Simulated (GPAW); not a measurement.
The system is Fe.

```
Fe
1.0
    -1.44300    1.44300    1.44300
     1.44300   -1.44300    1.44300
     1.44300    1.44300   -1.44300
Fe
1
Direct
  0.00000 0.00000 0.00000
```

| Item | Value |
| --- | --- |
| Program | GPAW 26.7.0 |
| Task | relaxation of cell and atoms |
| Functional | PBE |
| Dispersion | D4 |
| Potentials or basis | GPAW PAW data sets (gpaw-data 1.2.1) |
| Cutoff | 600 eV |
| Basis | pw |
| k mesh | 13 × 13 × 13 |
| Occupations | fermi-dirac, width 0.05 eV |
| Spin | collinear spin, ferromagnetic start |
| Starting moments | [3.0] μB |

At the start: pressure -12.3 GPa; volume 12.02 Å³/atom.

Problem. Where does the relaxation end?

Solution. Over 4 steps the energy falls by 36.3 meV/atom and the volume is 11.17 Å³/atom (-7.1 %); space group Im-3m (No. 229, to 0.05 Å); moment 2.10 μB per cell.

The path:
```tsv
step	energy change (eV)	largest force (eV/Å)	pressure (GPa)	volume (Å³)
1	0.0000	0.0000	-12.26	12.02
2	-0.0280	0.0000	-6.71	11.55
3	-0.0355	0.0000	2.07	11.06
4	-0.0363	0.0000	-0.13	11.17
```

Final structure:
```xyz
1
Lattice="-1.4082 1.4082 1.4082 1.4082 -1.4082 1.4082 1.4082 1.4082 -1.4082" Properties=species:S:1:pos:R:3 pbc="T T T"
Fe    0.0000    0.0000    0.0000
```

Caveat: each step starts from the last one's moments, so a moment once lost doesn't come back; later steps reuse the first step's grids; pairwise dispersion overbinds metals, which lowers pressure and volume.
